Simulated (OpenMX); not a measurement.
The system is MoS2.

```
CELL_PARAMETERS angstrom
3.16900 0.00000 0.00000
-1.58450 2.74443 0.00000
0.00000 0.00000 12.32400
ATOMIC_POSITIONS crystal
Mo 0.66667 0.33333 0.75000
Mo 0.33333 0.66667 0.25000
S 0.66667 0.33333 0.37700
S 0.33333 0.66667 0.87700
S 0.66667 0.33333 0.12300
S 0.33333 0.66667 0.62300
```

Base run:

| Property | Result |
| --- | --- |
| Program | OpenMX 3.8.5 |
| Functional | PBE |
| Potentials or basis | OpenMX 2013 PBE set, Mo7.0-s3p2d1, S7.0-s2p2d1, grid cutoff 400 Ry |
| k mesh | 11 × 11 × 3 |
| Occupations | fermi-dirac, width 0.05 eV |
| Spin | no spin polarisation |

Its results: band gap on the k mesh 0.93 eV, indirect (least direct gap 1.84 eV); pressure 5.6 GPa; largest force 0.489 eV/Å.

The run is repeated on the same cell with these changes: functional from PBE to LDA; potentials or basis from OpenMX 2013 PBE set, Mo7.0-s3p2d1, S7.0-s2p2d1, grid cutoff 400 Ry to OpenMX 2013 LDA set, Mo7.0-s3p2d2, S7.0-s2p2d1f1, grid cutoff 400 Ry. What comes out?

Band gap on the k mesh 0.82 eV, indirect (least direct gap 1.82 eV); pressure -3.1 GPa; largest force 0.047 eV/Å.

Caveats: the basis of atomic orbitals isn't converged, which shifts pressures, moduli and gaps; this functional lacks dispersion, which binds the layers, so the pressure and a relaxed spacing across them are unreliable (some runs).

Not every run made on this cell is shown here.
